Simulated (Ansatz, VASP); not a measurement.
Two plane-wave programs on Ag

The input INCAR:

```
PREC = Accurate ; ENCUT = 520
EDIFF = 1E-7 ; ISMEAR = 0
SIGMA = 0.1 ; LREAL = False
LASPH = True ; NELM = 60
ALGO = Normal ; ISIF = 2
LWAVE = False ; LCHARG = False
GGA = PE ; NBANDS = 12
```

Contents of KPOINTS:

```
regular mesh
0
Gamma
  8 8 8
```

POSCAR

```
Ag
1.0
    0.0000000000      2.0521781806      2.0521781806
    2.0521781806      0.0000000000      2.0521781806
    2.0521781806      2.0521781806      0.0000000000
Ag
1
Direct
    0.0000000000      0.0000000000      0.0000000000
```

Input for Ansatz:

```yaml
crystal:
  lattice:
    - [0.0, 2.0521781806, 2.0521781806]
    - [2.0521781806, 0.0, 2.0521781806]
    - [2.0521781806, 2.0521781806, 0.0]
  atoms:
    - { symbol: Ag, position: [0.0, 0.0, 0.0] }
basis:
  ecutwfc: 420
kpoints:
  mp_grid: { grid: [8, 8, 8] }
hamiltonian:
  xc: pbe
scf:
  occupations: { method: gaussian, width: 0.1 }
output:
  forces: true
  stress: true
  eigenvalues: true
```

Alike in both runs: task single point; functional PBE; k mesh 8 × 8 × 8; occupations gaussian, width 0.1 eV; no spin polarisation.

```csv
,VASP,Ansatz
version,VASP 6.6.1,Ansatz 0.2.0
potentials or method,"VASP PAW PBE potentials, release 64 (Ag)","scalar-relativistic, plane waves, PAW"
plane-wave cutoff (eV),520,420
valence electrons in the cell,11,19
```

VASP gave:

* gap on the k mesh at the Fermi level (eV): none
* pressure (GPa): 3.5

Estimate Ansatz's values.

gap on the k mesh at the Fermi level (eV): none; pressure (GPa): 3.7.

A gap of «none» marks a metal or a gap that the smearing closes. The two sets of potentials don't hold the same shells in valence.
